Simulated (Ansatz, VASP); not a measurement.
**Cross-check of Ni3Se2 between VASP and Ansatz**

Wanted: the spread between two codes on one cell, functional and k mesh.

Program: Ansatz 0.2.0. Level of theory: plane waves, with VASP 6.6.1 beside it; single point at PBEsol. Results are calculated unless marked as measured.

## Step 1: The starting structure

The structure is trigonal, space group R32 (No. 155). The conventional cell has a = 6.029 Å, b = 6.029 Å, c = 7.249 Å, α = 90.00°, β = 90.00°, γ = 120.00°. Nearest to Se lie 6 Ni at 2.36 to 2.41 Å. Nearest to Ni lie 4 Se at 2.36 to 2.41 Å and 4 Ni at 2.57 to 2.61 Å. Farther neighbours and most contacts between anions are not listed.

As a file:

```cif
data_structure
_symmetry_space_group_name_H-M 'R32:H'
_symmetry_Int_Tables_number 155
_cell_length_a 6.0290
_cell_length_b 6.0290
_cell_length_c 7.2490
_cell_angle_alpha 90.000
_cell_angle_beta 90.000
_cell_angle_gamma 120.000
_cell_volume 228.19
loop_
_atom_site_label
_atom_site_type_symbol
_atom_site_symmetry_multiplicity
_atom_site_Wyckoff_symbol
_atom_site_fract_x
_atom_site_fract_y
_atom_site_fract_z
_atom_site_occupancy
Se1 Se 6 c 0.00000 0.00000 0.74000 1
Ni1 Ni 9 d 0.41667 0.08333 0.33333 1
```

## Step 2: VASP: single point, PBEsol

A single point gives forces, pressure and levels at one fixed geometry, so differences don't come from the geometry; what else differs is listed under the comparison.

Lines of VASP's logs that name or quote its potential files are left out, and so is its time.

INCAR

```
SYSTEM = Ni3Se2
PREC = Accurate
ENCUT = 400
EDIFF = 1E-05
NELM = 100
ISMEAR = 0
SIGMA = 0.05
LREAL = .FALSE.
ALGO = Normal
GGA = PS
NBANDS = 31
ISPIN = 2
MAGMOM = 0 0 1 1 1
LASPH = .TRUE.
LMAXMIX = 4
LORBIT = 11
LWAVE = .FALSE.
LCHARG = .FALSE.
KPAR = 8
```

POSCAR

```
Ni3Se2
1.0
    3.0145000000      1.7404223865      2.4163333333
   -3.0145000000      1.7404223865      2.4163333333
    0.0000000000     -3.4808447729      2.4163333333
Se Ni
2 3
Direct
    0.7400000000      0.7400000000      0.7400000000
    0.2600000000      0.2600000000      0.2600000000
    0.7500000000      0.0000000000      0.2500000000
    0.0000000000      0.2500000000      0.7500000000
    0.2500000000      0.7500000000      0.0000000000
```

KPOINTS

```
Automatic mesh
0
Gamma
6 6 6
0 0 0
```

PAW data sets: Se and Ni (PBE family, release 64).

Run with:

```sh
$ mpirun -np 8 vasp_std
```

Numbers of over 12 decimals in the logs are rounded to 6 here.

Output:

```text
[banner, memory and clock lines left out]
running    8 mpi-ranks, on    1 nodes
 distrk:  each k-point on    1 cores,    8 groups
 distr:  one band on    1 cores,    1 groups

 POSCAR found type information on POSCAR SeNi
 POSCAR found :  2 types and       5 ions
|                                                                             |
|           W    W    AA    RRRRR   N    N  II  N    N   GGGG   !!!           |
|           W    W   A  A   R    R  NN   N  II  NN   N  G    G  !!!           |
|           W    W  A    A  R    R  N N  N  II  N N  N  G       !!!           |
|           W WW W  AAAAAA  RRRRR   N  N N  II  N  N N  G  GGG   !            |
|           WW  WW  A    A  R   R   N   NN  II  N   NN  G    G                |
|           W    W  A    A  R    R  N    N  II  N    N   GGGG   !!!           |
|                                                                             |
|     For optimal performance we recommend to set                             |
|       NCORE = 2 up to number-of-cores-per-socket                            |
|     NCORE specifies how many cores store one orbital (NPAR=cpu/NCORE).      |
|     This setting can greatly improve the performance of VASP for DFT.       |
|     The default, NCORE=1 might be grossly inefficient on modern             |
|     multi-core architectures or massively parallel machines. Do your        |
|     Unfortunately you need to use the default for GW and RPA                |
|     calculations (for HF NCORE is supported but not extensively tested      |
|     yet).                                                                   |
|                                                                             |

|                                                                             |
|               ----> ADVICE to this user running VASP <----                  |
|                                                                             |
|     You enforced a specific xc type in the INCAR file but a different       |
|     [... a line on the potential file left out ...]
|     I HOPE YOU KNOW WHAT YOU ARE DOING!                                     |
|                                                                             |

 LDA part: xc-table for (Slater+PW92), standard interpolation
 POSCAR, INCAR and KPOINTS ok, starting setup
 FFT: planning ... GRIDC
 FFT: planning ... GRID_SOFT
 FFT: planning ... GRID
 WAVECAR not read
 entering main loop
       N       E                     dE             d eps       ncg     rms          rms(c)
DAV:   1     0.263085047879E+03    0.26309E+03   -0.15601E+04  3968   0.130E+03
DAV:   2    -0.799122552706E+01   -0.27108E+03   -0.25825E+03  4003   0.303E+02
DAV:   3    -0.291930379320E+02   -0.21202E+02   -0.20619E+02  4759   0.100E+02
DAV:   4    -0.296935381079E+02   -0.50050E+00   -0.49961E+00  4431   0.152E+01
DAV:   5    -0.297030179973E+02   -0.94799E-02   -0.94792E-02  5381   0.197E+00    0.180E+01
DAV:   6    -0.314609629827E+02   -0.17579E+01   -0.33213E+01  4587   0.871E+01    0.190E+01
DAV:   7    -0.275973467655E+02    0.38636E+01   -0.12676E+01  4459   0.610E+01    0.436E+00
DAV:   8    -0.276298896385E+02   -0.32543E-01   -0.82911E-01  4492   0.522E+00    0.192E+00
DAV:   9    -0.276145234136E+02    0.15366E-01   -0.49333E-02  5129   0.307E+00    0.730E-01
DAV:  10    -0.276128278785E+02    0.16955E-02   -0.10278E-02  6092   0.940E-01    0.306E-01
DAV:  11    -0.276128935806E+02   -0.65702E-04   -0.20290E-03  4602   0.352E-01    0.629E-02
DAV:  12    -0.276129028566E+02   -0.92760E-05   -0.62382E-05  4584   0.786E-02
   1 F= -.27612903E+02 E0= -.27611857E+02  d E =-.209166E-02  mag=     0.0004
```

OUTCAR, selected parts (step 2):

```text
ion  position               nearest neighbor table
   1  0.740  0.740  0.740-   3 2.36   4 2.36   5 2.36   3 2.41   5 2.41   4 2.41
   2  0.260  0.260  0.260-   4 2.36   3 2.36   5 2.36   4 2.41   5 2.41   3 2.41
   3  0.750  0.000  0.250-   1 2.36   2 2.36   1 2.41   2 2.41   4 2.57   5 2.57   4 2.61   5 2.61

  LATTYP: Found a trigonal (rhomboedric) cell.
 ALAT       =     4.2373278267
 COS(alpha) =    -0.0122235609

 Subroutine GETGRP returns: Found  6 space group operations
 (whereof  6 operations were pure point group operations)

The static configuration has the point symmetry D_3 .

 Found     32 irreducible k-points:

   k-points           NKPTS =     32   k-points in BZ     NKDIM =     32   number of bands    NBANDS=     31

   dimension x,y,z NGX =    28 NGY =   28 NGZ =   28
   dimension x,y,z NGXF=    56 NGYF=   56 NGZF=   56

   ENCUT  =  400.0 eV  29.40 Ry    5.42 a.u.   6.91  6.91  6.91*2*pi/ulx,y,z

   NELECT =      42.0000    total number of electrons

 k-points in reciprocal lattice and weights: Automatic mesh
   0.00000000  0.00000000  0.00000000       0.005
   0.16666667  0.00000000 -0.00000000       0.028
   0.33333333  0.00000000 -0.00000000       0.028
   0.50000000 -0.00000000 -0.00000000       0.014
   0.16666667  0.16666667 -0.00000000       0.028
   0.33333333  0.16666667 -0.00000000       0.056
   0.50000000  0.16666667 -0.00000000       0.056
  -0.33333333  0.16666667  0.00000000       0.056
  -0.16666667  0.16666667  0.00000000       0.028
[...]
-0.33333333  0.50000000  0.33333333       0.028
   0.50000000  0.50000000  0.50000000       0.005

 average (electrostatic) potential at core
       1 -52.3114       2 -52.3114       3 -84.1445       4 -84.1445       5 -84.1445

 E-fermi :   6.8726

 spin component 1
 k-point     1 :       0.0000    0.0000    0.0000
  band No.  band energies     occupation
    ...
     16       5.3598      1.00000
     17       5.8286      1.00000
     18       5.9920      1.00000
     19       5.9920      1.00000
     20       6.2921      1.00000
     21       7.9948      0.00000
     22       7.9948      0.00000
     23       8.4462      0.00000
     24       8.5472      0.00000
     25       9.0451      0.00000
    ...

 k-point     2 :       0.1667    0.0000   -0.0000
  band No.  band energies     occupation
    ...
     16       5.4847      1.00000
     17       5.8193      1.00000
     18       5.8753      1.00000
     19       5.9735      1.00000
     20       6.3706      1.00000
     21       7.3594      0.00000
     22       8.0061      0.00000
     23       8.2216      0.00000
     24       9.0316      0.00000
     25       9.3313      0.00000
    ...

 k-point     3 :       0.3333    0.0000   -0.0000
  band No.  band energies     occupation
    ...
     17       5.7324      1.00000
     18       5.8551      1.00000
     19       5.9584      1.00000
     20       6.1683      1.00000
     21       6.8483      0.75373
     22       7.7126      0.00000
     23       7.8149      0.00000
     24       9.6160      0.00000
     25      10.9005      0.00000
     26      11.4064      0.00000
    ...

 k-point     4 :       0.5000   -0.0000   -0.0000
  band No.  band energies     occupation
    ...
     17       5.7632      1.00000
     18       5.8403      1.00000
     19       6.0169      1.00000
     20       6.0675      1.00000
     21       6.7617      0.99914
     22       7.4687      0.00000
     23       7.6144      0.00000
     24      10.4695      0.00000
     25      10.5925      0.00000
     26      12.3529      0.00000
    ...

 k-point     5 :       0.1667    0.1667   -0.0000
  band No.  band energies     occupation
    ...
     16       5.5623      1.00000
     17       5.7575      1.00000
     18       5.8555      1.00000
     19       5.9360      1.00000
     20       6.4296      1.00000
     21       7.3818      0.00000
     22       7.7288      0.00000
     23       7.9990      0.00000
     24       9.4808      0.00000
     25       9.7169      0.00000
    ...

 k-point     6 :       0.3333    0.1667   -0.0000
  band No.  band energies     occupation
    ...
     17       5.6754      1.00000
     18       5.8301      1.00000
     19       5.9278      1.00000
     20       6.2670      1.00000
     21       6.8235      0.91760
     22       7.6124      0.00000
     23       7.7626      0.00000
     24      10.1328      0.00000
     25      10.6535      0.00000
     26      11.8967      0.00000
    ...

  Total       -2.7466860     -2.7466860     -3.1815408      0.0000000     -0.0000000      0.0000000
  in kB      -57.8550872    -57.8550872    -67.0146936      0.0000000     -0.0000000      0.0000000
  external PRESSURE =     -60.9082894 kB  Pullay stress =       0.0000000 kB

  energy-cutoff  :      400.00
  volume of cell :       76.06
      direct lattice vectors                 reciprocal lattice vectors
     3.014500000  1.740422386  2.416333333     0.165864986  0.095762194  0.137950062
    -3.014500000  1.740422386  2.416333333    -0.165864986  0.095762194  0.137950062
     0.000000000 -3.480844773  2.416333333     0.000000000 -0.191524389  0.137950062

 POSITION                                       TOTAL-FORCE (eV/Angst)
 -----------------------------------------------------------------------------------
      0.00000      0.00000      5.36426        -0.000000      0.000000      0.387131
      0.00000      0.00000      1.88474        -0.000000     -0.000000     -0.387131
      2.26087      0.43511      2.41633         0.119700      0.207326      0.000000
     -0.75362     -2.17553      2.41633         0.119700     -0.207326      0.000000
     -1.50725      1.74042      2.41633        -0.239400      0.000000      0.000000
 -----------------------------------------------------------------------------------
    total drift:                                0.000000      0.000000      0.000000

  FREE ENERGIE OF THE ION-ELECTRON SYSTEM (eV)
  ---------------------------------------------------
  free  energy   TOTEN  =       -27.6129028566 eV

  energy  without entropy=      -27.6108111917  energy(sigma->0) =      -27.61185702

 total charge
# of ion       s       p       d       tot
------------------------------------------
    1        1.450   2.278   0.114   3.841
    2        1.450   2.278   0.114   3.841
    3        0.421   0.473   8.443   9.337
    4        0.421   0.473   8.443   9.337
    5        0.421   0.473   8.443   9.337
--------------------------------------------------
tot          4.162   5.975  25.556  35.693

 magnetization (x)
# of ion       s       p       d       tot
------------------------------------------
    1       -0.000  -0.000   0.000  -0.000
    2       -0.000  -0.000   0.000  -0.000
    3       -0.000  -0.000   0.000   0.000
    4       -0.000  -0.000   0.000   0.000
    5       -0.000  -0.000   0.000   0.000
--------------------------------------------------
tot         -0.000  -0.000   0.000   0.000

[... 6 further parts left out ...]
```

The run ends at a pressure of -6.09 GPa, with forces up to 0.39 eV/Å.

(Part 1 of 2 ends here.)

[Lines on the potential files, build, host, timing and source positions are cut from VASP's logs without a mark.]

[Logs are printed without paths, hosts, clocks, repeated set-up lines and the standing remarks that a program may print on its own settings, such as how far it seeks lower states.]

[Hosts, paths, dates, database ids (printed as entryN), source tags and the programs' standing remarks are cut or masked in the printed files.]
